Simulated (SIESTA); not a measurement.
The system is PtSe2 (Sudovikovite).

```
Pt Se
1.0
     3.72400    0.00000    0.00000
    -1.86200    3.22508    0.00000
     0.00000    0.00000    5.06200
Pt Se
1 2
Cartesian
  0.0000 0.0000 0.0000
  1.8620 1.0750 3.7965
  0.0000 2.1501 1.2655
```

Base run:

```yaml
Program: SIESTA 5.4.2
Functional: PBE
Potentials_or_basis: PseudoDojo 0.4 standard (PBE files)
Basis: DZ (energy shift 0.003 Ry; two zetas on semicore shells)
Grid_cutoff: 800 Ry
Energy_shift: 0.003 Ry
k_mesh: 8 × 8 × 5
Occupations: fermi-dirac, width 0.05 eV
Spin: no spin polarisation
```

Its results: band gap on the k mesh none (metal or under the smearing width); pressure 9.5 GPa; largest force 1.999 eV/Å.

The run is repeated on the same cell with these changes: basis from DZ (energy shift 0.003 Ry; two zetas on semicore shells) to DZP (energy shift 0.003 Ry; two zetas on semicore shells). What comes out?

Band gap on the k mesh none (metal or under the smearing width); pressure 11.8 GPa; largest force 1.193 eV/Å.

Caveats: short orbitals over semicore shells can move pressures by several GPa; spin-orbit coupling is left out, which moves the levels of the heavy elements; the basis of atomic orbitals isn't converged, which shifts pressures, moduli and gaps; forces of over 1 eV/Å show positions far from the minimum, so gaps and moduli don't describe the material at rest; the basis has no polarisation orbitals (some runs).
